# Two ytterbium bands from three round numbers

In compressed hexagonal ytterbium, three round numbers give the energies of two neighbouring bands at six special points to about 0.2 eV on average. The levels themselves spread over more than 3 eV. The rule is

$$E \approx 0.2 + 0.2\,F^2 \pm 0.3\,F\,C \quad \text{(eV from the Fermi level)}$$

Here $F$ is 3, 1 or 0 and $C$ is 1 or 0, and both follow from the stacking of the atoms. The minus sign gives the lower band and the plus sign the upper one.

The pattern to remember is the distance between the two bands. It is nearly 2 eV at the centre of the zone, somewhat under 1 eV at M, and close to zero at K and at the three points of the top face.

Kohn-Sham bands of hexagonal Yb (P6_3/mmc, unrelaxed cell, 27.58 Å³/atom), computed with Ansatz 0.2.0 using scalar-relativistic PBE without spin polarisation, PAW datasets and a 420 eV plane-wave cutoff. The k-mesh is 8×8×5, with Fermi-Dirac smearing of 0.1 eV. Energies are taken at the path point nearest each listed k-point; v1 is the highest band filled at some mesh point.

| k-point | coordinates (reciprocal vectors of the computed cell, not always the standard one) | band v3 (eV from the Fermi level) | band v2 (eV from the Fermi level) | band v1 (eV from the Fermi level) | band c1 (eV from the Fermi level) | c1 less v1 (eV) |
| --- | --- | --- | --- | --- | --- | --- |
| Gamma | 0 0 0 | -0.43 | -0.42 | 1.32 | 3.08 | 1.76 |
| M | 0.5 0 0 | -0.45 | -0.42 | -0.27 | 0.51 | 0.78 |
| K | 0.667 0.333 0 | -0.22 | -0.22 | -0.01 | 0.01 | 0.02 |
| A | 0 0 0.5 | -0.43 | -0.43 | 1.81 | 1.81 | 0.00 |
| L | 0.5 0 0.5 | -0.46 | -0.46 | 0.73 | 0.73 | 0.00 |
| H | 0.667 0.333 0.5 | 0.23 | 0.23 | 0.26 | 0.26 | 0.00 |

## Reading the table

Each row is one way in which an electron wave can run through the crystal. At Gamma the wave has the same phase in every cell. M and K lie on the rim of the same plane, and A, L and H lie directly above Gamma, M and K on the top face of the zone.

The columns v3, v2, v1 and c1 are four successive bands, ordered by energy at each point. Band v1 is the highest that is filled anywhere on the mesh, and c1 is the next one above. The rule describes these two.

The crystal is a metal, so "c1 less v1" is a separation of bands and not an energy gap. At Gamma both levels lie above the Fermi level and are empty.

## Why the two bands split

The cell holds two atoms, one in each of two alternating layers. Give each atom one orbital that is round about the vertical axis, and let electrons hop only to nearest neighbours. Two atoms then make two bands, and hopping between the layers pushes them apart. The table orders the bands by energy alone, so it is an assumption of the rule, and not a result, that v1 and c1 are such a pair at every point.

How far apart depends on whether the hops add up or cancel. An atom sits over a hollow of the next layer and touches three atoms there. For a round orbital the three hops are equally strong, and only the phases of the wave differ. $F$ is the length of the sum of these phases:

- At Gamma the three are in phase, so $F = 3$.
- At M one of them has the opposite sign to the other two, so $F = 1$.
- At K the phases are a third of a turn apart and cancel, so $F = 0$.

The points A, L and H have the same $F$ as the points below them. What changes on the top face is the balance between the layer above and the layer below. There the wave advances by a quarter turn from layer to layer, so the contributions from above and below have opposite signs and cancel. The factor $C$ records this: it is 1 in the plane of Gamma and 0 on the top face.

The separation should therefore follow $F$ times $C$. In the plane of Gamma that means 3 to 1 to 0.

## Why both bands move together

Each atom also has six neighbours in its own layer. Hops to them shift both bands by the same amount, so they move the midpoint of the pair and leave the separation alone.

This shift needs no new geometrical quantity. A hop to the next layer followed by a hop back ends either on the starting atom or on one of its six neighbours in the layer. For that reason the sum over the six neighbours equals $F^2 - 3$, and the midpoint is a straight line in $F^2$.

The sign of the slope carries some chemistry. An s orbital gains most energy when all atoms are in phase, so a plain s band would have its lowest midpoint at Gamma. In the table the midpoint in this plane is highest at Gamma, so the pair does not behave like the bonding part of the 6s band.

Some 5d orbitals would behave this way, because lobes of opposite sign face each other when neighbouring atoms are in phase. By symmetry, though, these orbitals come in pairs that share one energy at Gamma, and the table shows v1 standing alone there. They can't be the source of v1 at that point. The upward slope is therefore fitted and not explained by a single kind of orbital, and the constants of the rule are best read as effective values for a mixture.

## Where the three numbers come from

The splitting constant comes from Gamma alone. The two levels there are 1.76 eV apart, and half of this divided by $F = 3$ gives 0.29, rounded to 0.3 eV.

The other two constants come from a least-squares line through the midpoints of the pair at all six points, plotted against $F^2$. The line has an intercept of 0.17 eV and a slope of 0.20 eV, and both are rounded to 0.2 eV.

## Two rows worked by hand

**Gamma.** Here $F = 3$ and $C = 1$. The midpoint is $0.2 + 0.2 \times 9 = 2.0$ eV and the shift to either side is $0.3 \times 3 = 0.9$ eV. The rule puts the levels at 1.1 and 2.9 eV, and the calculation has them at 1.32 and 3.08 eV.

**L.** Here $F = 1$ and $C = 0$. The splitting term vanishes and both levels fall at $0.2 + 0.2 = 0.4$ eV. The calculation also has a coinciding pair, but at 0.73 eV.

Both rows took part in fixing the constants, so they show how the rule is used and are no test of it. Gamma is a typical case. L is the point at which the midpoint line fits worst.

## What tests the rule

The separation at M is a fair test, because the splitting constant was taken from Gamma. The rule says that M should have one third of the separation at Gamma, which is 0.59 eV. The calculation gives 0.78 eV, so the estimate is a quarter too small. Had the separation been the same all over this plane, the error at M would have been about 1 eV, so allowing for the cancellation among the three neighbours clearly improves the estimate. One point can't prove that this is the cause.

At K the calculation gives 0.02 eV where the rule has zero. The estimate is good, but it doesn't support the picture behind it. One orbital per atom that is round about the vertical axis would give exactly equal energies at K by symmetry, however far the hops reach. The small difference therefore suggests two levels of other kinds that happen to lie close together, unless the computed point lies slightly off K. The energies are taken at the point of the band path nearest to each corner, so the table can't exclude that.

The exact zeros at A, L and H are no evidence for the one-orbital picture. The crystal has a screw axis, a half turn combined with a shift by one layer. Together with time reversal it forces bands to meet in pairs on the whole top face when spin-orbit coupling is left out, whatever orbitals they are made of. The table shows this directly: v3 and v2 also coincide at A, L and H, although the rule was not made for them.

## How accurate it is

Over the six points the rule misses the levels of v1 and c1 by 0.21 eV on average, and by 0.37 eV at worst. A single constant energy for all these levels would miss by 0.77 eV on average. Three constants thus remove most of the spread, though they were adjusted to these same levels.

A harder trial is to draw the midpoint line through Gamma, M and K only and to predict the top face from it. The misses at A, L and H then lie between about 0.3 and 0.5 eV. That is the more honest error to expect at a point that had no part in fixing the constants.

## Where the rule breaks down

**From the plane to the top face.** The rule gives the same midpoint at a point and at the one directly above it. In the calculation the midpoint falls by about 0.4 eV from Gamma to A and rises by about 0.6 eV from M to L. Hops beyond nearest neighbours and mixing with other bands could both cause such shifts, and the table does not decide between them.

**At the Fermi level.** An error of a few tenths of an eV is small beside the spread of the bands, but it can put a level on the wrong side of the Fermi level. This happens at M, where the rule places v1 at +0.1 eV and the calculation at −0.27 eV. It also happens at K, though there the computed level lies so close to the Fermi level that its side has little meaning. The rule is therefore suited to the shape of the bands and not to counting which states are filled.

**For the bands below.** At Gamma, M, A and L the band v2 stays within a few hundredths of an eV of −0.43 eV. Such flatness is what compact orbitals produce, since they hardly reach their neighbours, and the nearly full 4f shell is the likely source. For these four points the best hand estimate is simply a constant.

That constant fails at K and more severely at H, where v2 lies at +0.23 eV. At H all four listed bands are found within 0.03 eV of each other. A picture with two bands made from one orbital per atom has no room for such a bundle.

## How far the numbers carry over

The factors $F$ and $C$ belong to the hexagonal stacking, while the three energies belong to this crystal at this density. The cell is strongly compressed, with about 28 Å³ per atom against roughly 41 for ytterbium under ordinary conditions. When atoms move apart their orbitals overlap less, so the constants for hopping should shrink. The ratio 3 to 1 to 0 can serve as a first guess only where the two bands really are partners from one orbital per atom that is round about the vertical axis, and at another density other bands may take their places in the order of energy.

The same reasoning gives estimates between the listed points. Halfway from Gamma to A, the wave advances by an eighth of a turn per layer, so $C$ is the cosine of 45°, or about 0.7. The separation should then be about 0.7 times that at Gamma, roughly 1.2 eV, provided that no other band crosses the pair on the way.

The calculation allowed no spin polarisation, so a magnetic state with lower energy isn't ruled out. The level of theory matters most for the 4f states. Spin-orbit coupling, which is left out here, splits the 4f levels of ytterbium by more than 1 eV, and PBE tends to place them too close to the Fermi level. In a real crystal the flat bands would therefore lie elsewhere, and v1 and c1 would change wherever they mix with them. Spin-orbit coupling can also lift the pairing over much of the top face, but symmetry keeps it along the line from A to L. Of the three exact zeros, only the one at H can therefore open.
